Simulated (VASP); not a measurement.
# COH2 in VASP: settings compared

One molecule, COH2, is run at these levels: RPBE, RPBE+D3(BJ), optB86b-vdW, rev-vdW-DF2; tasks: single point.

Program: VASP 6.6.1. These are calculated values, not measurements. Logs are shortened: lines on timing, memory, paths and dates and some standing lists are left out, and cuts for length are marked.

## 1. The structure

The cell holds a molecule in a box, 4 atoms: a = 12.495 Å, b = 12.995 Å, c = 13.495 Å, α = 90.00°, β = 90.00°, γ = 90.00°.

## 2. Single point, RPBE

INCAR reads:

```
PREC     = Accurate       # precision mode
ENCUT    = 400            # plane-wave cutoff, eV
EDIFF    = 1E-7           # SCF threshold, eV
ISMEAR   = 0              # smearing method
SIGMA    = 0.01           # smearing width, eV
LREAL    = False          # projectors in reciprocal space
LASPH    = True           # aspherical terms in the spheres
NELM     = 100            # most SCF steps
ALGO     = Normal         # electronic algorithm
ISIF     = 2              # what is computed and relaxed
LWAVE    = False          # write WAVECAR
LCHARG   = False          # write CHGCAR
GGA      = RP             # functional
NBANDS   = 14             # bands
ISYM     = 0
```

KPOINTS reads:

```
regular mesh
0
Gamma
  1 1 1
```

POSCAR reads:

```
H2CO                                    
1.0
   12.4947659882      0.0000000000      0.0000000000
    0.0000000000     12.9947659882      0.0000000000
    0.0000000000      0.0000000000     13.4947659882
  C               O               H             
     1     1     2
Selective dynamics
Direct
     0.5000190503999988    0.5037871195999983    0.5000098304999980   F   F   F
     0.5280834451117153    0.4155268171665636    0.5141175711107232   T   T   T
     0.5509629685625361    0.5707094188210559    0.5219025625498975   T   T   T
     0.4217435266881632    0.5227968060249758    0.4643869069497455   T   T   T
```

Potentials or basis: VASP PAW PBE potentials, release 64 (C, O, H).

Command:

```console
$ cat potpaw_PBE.64/C/POTCAR potpaw_PBE.64/O/POTCAR potpaw_PBE.64/H/POTCAR > POTCAR
$ mpirun -np 4 vasp_gam > vasp.out
```

OUTCAR:

```text
PREC = Accurate
   ENCUT = 400
   EDIFF = 1E-7
   ISMEAR = 0
   LREAL = False
   LASPH = True
   NELM = 100
   ISIF = 2
   GGA = RP
   ISYM = 0

 ion  position               nearest neighbor table
   1  0.500  0.504  0.500-   4 1.12   3 1.12   2 1.21
   2  0.528  0.416  0.514-   1 1.21
   3  0.551  0.571  0.522-   1 1.12
   4  0.422  0.523  0.464-   1 1.12

IMPORTANT INFORMATION: All symmetrisations will be switched off!
NOSYMM: (Re-)initialisation of all symmetry stuff for point group C_1.

----------------------------------------------------------------------------------------

                                     Primitive cell

  volume of cell :    2191.0987

  direct lattice vectors                    reciprocal lattice vectors
    12.494765988  0.000000000  0.000000000     0.080033512  0.000000000  0.000000000
     0.000000000 12.994765988  0.000000000     0.000000000  0.076954060  0.000000000
     0.000000000  0.000000000 13.494765988     0.000000000  0.000000000  0.074102804

  length of vectors
    12.494765988 12.994765988 13.494765988     0.080033512  0.076954060  0.074102804

  position of ions in fractional coordinates (direct lattice)
     0.500019050  0.503787120  0.500009830
     0.528083445  0.415526817  0.514117571
     0.550962969  0.570709419  0.521902563
     0.421743527  0.522796806  0.464386907

  ion indices of the primitive-cell ions
   primitive index   ion index
                 1           1
                 2           2
                 3           3
                 4           4

----------------------------------------------------------------------------------------

 KPOINTS: regular mesh

Automatic generation of k-mesh.
 Grid dimensions read from file:
 generate k-points for:    1    1    1

 Generating k-lattice:

  Cartesian coordinates                     Fractional coordinates (reciprocal lattice)
     0.080033512  0.000000000  0.000000000     1.000000000  0.000000000  0.000000000
     0.000000000  0.076954060  0.000000000     0.000000000  1.000000000  0.000000000
     0.000000000  0.000000000  0.074102804     0.000000000  0.000000000  1.000000000

  Length of vectors
     0.080033512  0.076954060  0.074102804

  Shift w.r.t. Gamma in fractional coordinates (k-lattice)
     0.000000000  0.000000000  0.000000000

 Subroutine IBZKPT returns following result:
 ===========================================

 Found      1 irreducible k-points:

 Following reciprocal coordinates:
            Coordinates               Weight
  0.000000  0.000000  0.000000      1.000000
   k-points           NKPTS =      1   k-points in BZ     NKDIM =      1   number of bands    NBANDS=     16
   number of dos      NEDOS =    301   number of ions     NIONS =      4
   total plane-waves  NPLWV = 680400
   dimension x,y,z NGX =    84 NGY =   90 NGZ =   90
   dimension x,y,z NGXF=   168 NGYF=  180 NGZF=  180
   ions per type =               1   1   2
   NGX,Y,Z   is equivalent  to a cutoff of  11.18, 11.51, 11.09 a.u.
   NGXF,Y,Z  is equivalent  to a cutoff of  22.35, 23.03, 22.17 a.u.
 SYSTEM =  unknown system
   PREC   = accura    normal or accurate (medium, high low for compatibility)
   ISTART =      0    job   : 0-new  1-cont  2-samecut
   ICHARG =      2    charge: 1-file 2-atom 10-const
   ISPIN  =      1    spin polarized calculation?
   LNONCOLLINEAR =      F non collinear calculations
   LSORBIT =      F    spin-orbit coupling
   LASPH  =      T    aspherical Exc in radial PAW
   ENCUT  =  400.0 eV  29.40 Ry    5.42 a.u.  20.38 21.19 22.01*2*pi/ulx,y,z
   NELM   =    100;   NELMIN=  2; NELMDL= -5     # of ELM steps
   EDIFF  = 0.1E-06   stopping-criterion for ELM
   LREAL  =      F    real-space projection
   EDIFFG = 0.1E-05   stopping-criterion for IOM
   NSW    =      0    number of steps for IOM
   IBRION =     -1    ionic relax: 0-MD 1-quasi-New 2-CG
   NFREE  =      0    steps in history (QN), initial steepest desc. (CG)
   ISIF   =      2    stress and relaxation
   ISYM   =      0    0-nonsym 1-usesym 2-fastsym
   POTIM  = 0.5000    time-step for ionic-motion
   TEBEG  =    0.0;   TEEND  =   0.0 temperature during run
   PSTRESS=    0.0 pullay stress
   NELECT =      12.0000    total number of electrons
   NUPDOWN=      -1.0000    fix difference up-down
   EMIN   =  10.00;   EMAX   =-10.00  energy-range for DOS
   EFERMI =   0.00;   METHOD = LEGACY
   ISMEAR =     0;   SIGMA  =   0.01  broadening in eV -4-tet -1-fermi 0-gaus
   EFERMI_NEDOS =   21; number of points for ismear=-14 and -15
   IALGO  =     38    algorithm
   IMIX   =      4    mixing-type and parameters
     AMIX     =   0.40;   BMIX     =  1.00
     AMIX_MAG =   1.60;   BMIX_MAG =  1.00
  volume/ion in A,a.u.               =     547.77      3696.57
  Fermi-wavevector in a.u.,A,eV,Ry     =   0.288568  0.545314  1.132976  0.083271
  Thomas-Fermi vector in A             =   1.145455
   LORBIT       =      0    0 simple, 1 ext, 2 COOP (PROOUT), +10 PAW based schemes
   GGA     = RP    functional components
   LHFCALC =     F    Hartree Fock is set to
   AEXX    =    0.0000 exact exchange contribution
   IVDW    =     0    specifies the selected vdW correction
   LEPSILON=     F    determine dielectric tensor
   LRPA    =     F    only Hartree local field effects (RPA)
 non-spin polarized calculation
 Gauss-broadening in eV      SIGMA  =   0.01
  energy-cutoff  :      400.00
  volume of cell :     2191.10
 maximum number of plane-waves:     19892
 NGX is ok and might be reduce to    84
   NGX = 41   NGY = 43   NGZ = 45

 number of electron      12.0000007 magnetization

 Free energy of the ion-electron system (eV)
  ---------------------------------------------------
  ext. energy  EPLUGINS =         0.00000000
  ---------------------------------------------------
  free energy    TOTEN  =       -21.84739970 eV

  energy without entropy =      -21.84739970  energy(sigma->0) =      -21.84739970

 E-fermi :  -6.0581     XC(G=0):  -0.3866

 val. band max:       -6.1801580900   @ k =   0.0000   0.0000   0.0000
 cond. band min:      -2.6016860968   @ k =   0.0000   0.0000   0.0000
 fundamental gap:      3.5784719932
 Fermi energy:        -6.0580571559

 k-point     1 :       0.0000    0.0000    0.0000
  band No.  band energies     occupation
      1     -26.6387      2.00000
      2     -15.6677      2.00000
      3     -12.0158      2.00000
      4     -10.8223      2.00000
      5      -9.9111      2.00000
      6      -6.1802      2.00000
[... 8 lines left out ...]
     15       1.2434      0.00000
     16       1.3400      0.00000

------------------------ aborting loop because EDIFF is reached ----------------------------------------

  FORCE on cell =-STRESS in cart. coord.  units (eV):
  Direction    XX          YY          ZZ          XY          YZ          ZX
  --------------------------------------------------------------------------------------
  -------------------------------------------------------------------------------------
  Total       -0.8479850     -0.3060298     -0.8429657     -0.1939802     -0.1031147     -0.0017619
  in kB       -0.6200644     -0.2237754     -0.6163942     -0.1418424     -0.0753996     -0.0012884
  external PRESSURE =      -0.4867447 kB  Pullay stress =       0.0000000 kB

 VOLUME and BASIS-vectors are now :
 -----------------------------------------------------------------------------
  energy-cutoff  :      400.00
  volume of cell :     2191.10
      direct lattice vectors                 reciprocal lattice vectors
    12.494765988  0.000000000  0.000000000     0.080033512  0.000000000  0.000000000
     0.000000000 12.994765988  0.000000000     0.000000000  0.076954060  0.000000000
     0.000000000  0.000000000 13.494765988     0.000000000  0.000000000  0.074102804

 POSITION                                       TOTAL-FORCE (eV/Angst)
 -----------------------------------------------------------------------------------
      6.24762      6.54660      6.74752        -0.093348      0.305807     -0.050985
      6.59828      5.39967      6.93790         0.114331     -0.376641      0.063403
      6.88415      7.41624      7.04295         0.020368      0.046903      0.008693
      5.26959      6.79362      6.26679        -0.041351      0.023930     -0.021111
 -----------------------------------------------------------------------------------
    total drift:                               -0.001036      0.000051     -0.000158

  FREE ENERGIE OF THE ION-ELECTRON SYSTEM (eV)
  ---------------------------------------------------
  free  energy   TOTEN  =       -21.8473996974 eV

  energy  without entropy=      -21.8473996974  energy(sigma->0) =      -21.84739970
```

OSZICAR:

```text
N       E                     dE             d eps       ncg     rms          rms(c)
DAV:   1     0.775608311656E+02    0.77561E+02   -0.26487E+03    48   0.305E+02
DAV:   2     0.798305184727E-01   -0.77481E+02   -0.76908E+02    48   0.806E+01
DAV:   3    -0.226226715176E+02   -0.22703E+02   -0.22544E+02    48   0.485E+01
[... 17 lines left out ...]
DAV:  21    -0.218473963775E+02   -0.70520E-05   -0.17813E-07    48   0.133E-03    0.220E-04
DAV:  22    -0.218473984872E+02   -0.21097E-05   -0.22641E-08    48   0.526E-04    0.642E-05
DAV:  23    -0.218473991160E+02   -0.62873E-06   -0.84442E-09    48   0.345E-04    0.496E-05
DAV:  24    -0.218473996082E+02   -0.49220E-06   -0.37063E-09    48   0.250E-04    0.135E-05
DAV:  25    -0.218473996974E+02   -0.89265E-07    0.32543E-11    48   0.929E-05
   1 F= -.21847400E+02 E0= -.21847400E+02  d E =-.100933E-66
```

stdout:

```text
POSCAR found type information on POSCAR C O H
 POSCAR found :  3 types and       4 ions
 scaLAPACK will be used
 -----------------------------------------------------------------------------
|                                                                             |
|                                                                             |
|     You enforced a specific xc type in the INCAR file but a different       |
[... 20 lines left out ...]
 -----------------------------------------------------------------------------

 POSCAR, INCAR and KPOINTS ok, starting setup
 FFT: planning ... GRIDC
 FFT: planning ... GRID_SOFT
 FFT: planning ... GRID
 WAVECAR not read
 entering main loop
```

Wall time 24 s (4 MPI ranks of AMD EPYC 9R45 (Zen 5), shared host); peak memory 0.41 GiB.

What came out:

```yaml
Free_energy: -21.8474 eV
Largest_force: 0.399 eV/Å
Gap_between_the_frontier_levels: 3.58 eV
```

Forces in eV/Å, atoms in the order of the input:
```
C   -0.093  0.306 -0.051
O    0.114 -0.377  0.063
H    0.020  0.047  0.009
H   -0.041  0.024 -0.021
```

Levels at points of the mesh, in eV from the valence-band top:
```csv
k point,band 2,band 3,band 4,band 5,band 6,band 7,band 8,band 9,band 10,band 11
"(0.00, 0.00, 0.00)",-9.49,-5.84,-4.64,-3.73,0.00,3.58,5.66,6.44,6.59,6.70
```

Caveat: the cutoff is under 1.25 times the usual one of these potentials, so pressure, stress and relaxed cells hold a basis-set (Pulay) error; the standard files for N, O and F lose accuracy on very short bonds; the PAW data sets were made with another functional, which shifts forces and pressure a little.

## 3. Single point, RPBE+D3(BJ)

Edit INCAR of step 2 so:

```diff
@@ -13,2 +13,3 @@
 GGA      = RP             # functional
+IVDW     = 12             # dispersion correction
 NBANDS   = 14             # bands
```

KPOINTS is that of step 2.

POSCAR is that of step 2.

Potentials or basis: VASP PAW PBE potentials, release 64 (C, O, H).

Command:

```console
$ cat potpaw_PBE.64/C/POTCAR potpaw_PBE.64/O/POTCAR potpaw_PBE.64/H/POTCAR > POTCAR
$ mpirun -np 4 vasp_gam > vasp.out
```

Wall time 23 s (4 MPI ranks of AMD EPYC 9R45 (Zen 5), shared host); peak memory 0.41 GiB.

It converged, with:

```
Free energy                     : -22.0252 eV
Largest force                   : 0.375 eV/Å
Gap between the frontier levels : 3.58 eV
Dispersion energy per atom      : -0.044 eV
```

Forces on the atoms (eV/Å):
```
C   -0.092  0.303 -0.050
O    0.107 -0.354  0.060
H    0.015  0.034  0.006
H   -0.030  0.018 -0.015
```

Levels at points of the mesh, in eV from the valence-band top:
```csv
k point,band 3,band 4,band 5,band 6,band 7,band 8,band 9,band 10
"(0.00, 0.00, 0.00)",-5.84,-4.64,-3.73,0.00,3.58,5.66,6.44,6.59
```

Caveat: the cutoff is under 1.25 times the usual one of these potentials, so pressure, stress and relaxed cells hold a basis-set (Pulay) error; the standard files for N, O and F lose accuracy on very short bonds; the PAW data sets were made with another functional, which shifts forces and pressure a little.

(Continued in part 2 of 2.)
